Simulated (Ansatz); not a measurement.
Wanted: the native input for an Ansatz 0.2.0 run.

```yaml
Task: single point
Functional: PBE
Potentials_or_basis: Ansatz PAW
Cutoff: "420 eV (not typed: the program's choice for these potentials)"
k_mesh: 8 × 8 × 8
Occupations: fermi-dirac, width 0.05 eV
Spin: no spin polarisation
```

The system is CdS (Hawleyite).

```
CELL_PARAMETERS angstrom
0.00000 2.91650 2.91650
2.91650 0.00000 2.91650
2.91650 2.91650 0.00000
ATOMIC_POSITIONS crystal
Cd 0.00000 0.00000 0.00000
S 0.75000 0.75000 0.75000
```

These files were run (other wordings do the same):

input.yaml

```yaml
crystal:
  lattice:
    - [0.0, 2.9165, 2.9165]
    - [2.9165, 0.0, 2.9165]
    - [2.9165, 2.9165, 0.0]
  atoms:
    - { symbol: Cd, position: [0.0, 0.0, 0.0] }
    - { symbol: S, position: [0.75, 0.75, 0.75] }
hamiltonian:
  xc: pbe
  pseudopotentials: { kind: paw }
kpoints:
  mp_grid: { grid: [8, 8, 8] }
scf:
  occupations: { method: fermi_dirac, width: 0.05 }
output:
  forces: true
  stress: true
  eigenvalues: true
```

Potentials or basis: Ansatz PAW.

The run is started by

```sh
$ ansatz run input.yaml --threads 1 --pin off --max-ram 2560MiB --backend cpu --events-out ev --progress --plain --runs-dir out
```

It gave:

```yaml
Pressure: 2.8 GPa
Band_gap_on_the_k_mesh: 1.15 eV, direct
```

Run time: 2.3 s on 1 thread of Arm Neoverse V1 (shared host), peak memory 0.3 GiB.
